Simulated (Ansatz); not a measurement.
Crystal: Bi2TeSe2 (Skippenite).

```
Bi Te Se
1.0
     2.09150    1.20753    9.71233
    -2.09150    1.20753    9.71233
     0.00000   -2.41506    9.71233
Bi Te Se
2 1 2
Direct
  0.60194 0.60194 0.60194
  0.39806 0.39806 0.39806
  0.00000 0.00000 0.00000
  0.78840 0.78840 0.78840
  0.21160 0.21160 0.21160
```

Base run:

```yaml
Program: Ansatz 0.2.0
Functional: HSE06
Potentials_or_basis: Ansatz PAW
Cutoff: "420 eV (not typed: the program's choice for these potentials)"
k_mesh: 6 × 6 × 6
Occupations: fermi-dirac, width 0.05 eV
Spin: no spin polarisation
```

Its results: band gap on the k mesh 0.89 eV, direct; pressure 2.9 GPa; largest force 2.077 eV/Å.

The run is repeated on the same cell with these changes: functional from HSE06 to PBE0. What comes out?

Band gap on the k mesh 1.40 eV, direct; pressure 2.9 GPa; largest force 2.138 eV/Å.

Caveats: spin-orbit coupling is left out, which as a rule narrows the gap of such compounds by several tenths of an eV; the PAW data sets come from PBE, with cores solved anew for the run's functional, which leaves a small shift of forces and pressure; forces of over 1 eV/Å show positions far from the minimum, so gaps and moduli don't describe the material at rest; the thresholds are loose for stress.
